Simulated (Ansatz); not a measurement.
# CaF2: the cost of one run

Program: Ansatz 0.2.0. Level of theory: DFT PBEsol, plane waves, PAW, scalar-relativistic, no spin polarisation. These are calculated values, not measurements.

## (1) The structure to begin with

The cell holds 12 atoms (Ca4F8): a = 5.516 Å, b = 5.516 Å, c = 5.516 Å, α = 90.00°, β = 90.00°, γ = 90.00°.

As a file:

```xyz
12
Lattice="5.5161 0.0000 0.0000 0.0000 5.5161 0.0000 0.0000 0.0000 5.5161" Properties=species:S:1:pos:R:3 pbc="T T T"
Ca    0.0000    0.0000    0.0000
F     4.1370    4.1370    4.1370
F     1.3790    1.3790    1.3790
Ca    2.7580    2.7580    0.0000
F     1.3790    1.3790    4.1370
F     4.1370    4.1370    1.3790
Ca    2.7580    0.0000    2.7580
F     1.3790    4.1370    1.3790
F     4.1370    1.3790    4.1370
Ca    0.0000    2.7580    2.7580
F     4.1370    1.3790    1.3790
F     1.3790    4.1370    4.1370
```

## (2) Run 1

250 steps of 2 fs under a Langevin thermostat at 2000 K.

The input, input.yaml:

```yaml
crystal:
  lattice:
    - [5.516052, 0.0, 0.0]
    - [0.0, 5.516052, 0.0]
    - [0.0, 0.0, 5.516052]
  atoms:
    - { symbol: Ca, position: [0.0, 0.0, 0.0] }
    - { symbol: F, position: [0.75, 0.75, 0.75] }
    - { symbol: F, position: [0.25, 0.25, 0.25] }
    - { symbol: Ca, position: [0.5, 0.5, 0.0] }
    - { symbol: F, position: [0.25, 0.25, 0.75] }
    - { symbol: F, position: [0.75, 0.75, 0.25] }
    - { symbol: Ca, position: [0.5, 0.0, 0.5] }
    - { symbol: F, position: [0.25, 0.75, 0.25] }
    - { symbol: F, position: [0.75, 0.25, 0.75] }
    - { symbol: Ca, position: [0.0, 0.5, 0.5] }
    - { symbol: F, position: [0.75, 0.25, 0.25] }
    - { symbol: F, position: [0.25, 0.75, 0.75] }
basis:
  ecutwfc: 420.0
kpoints:
  mp_grid: { grid: [2, 2, 2] }
hamiltonian:
  xc: pbesol
  pseudopotentials: { kind: paw, azcp: { folder: soft_1 } }
scf:
  occupations: { method: fermi_dirac, width: 0.17 }
  lower_state_search: "off"
md:
  timestep: 2
  n_steps: 250
  ensemble: nvt_langevin
  temperature: 2000.0
  initial_velocities: maxwell_boltzmann
  seed: 11664
  friction: 0.02
```

Started as:

```
> ansatz run input.yaml --threads 1 --pin off --max-ram 3072MiB --backend cpu --events-out ev --progress --plain --runs-dir out
```

What time and memory should one allow on 1 thread of AMD EPYC 7R43 (Zen 3), shared host?

About 13 min, with a peak of 0.57 GiB.
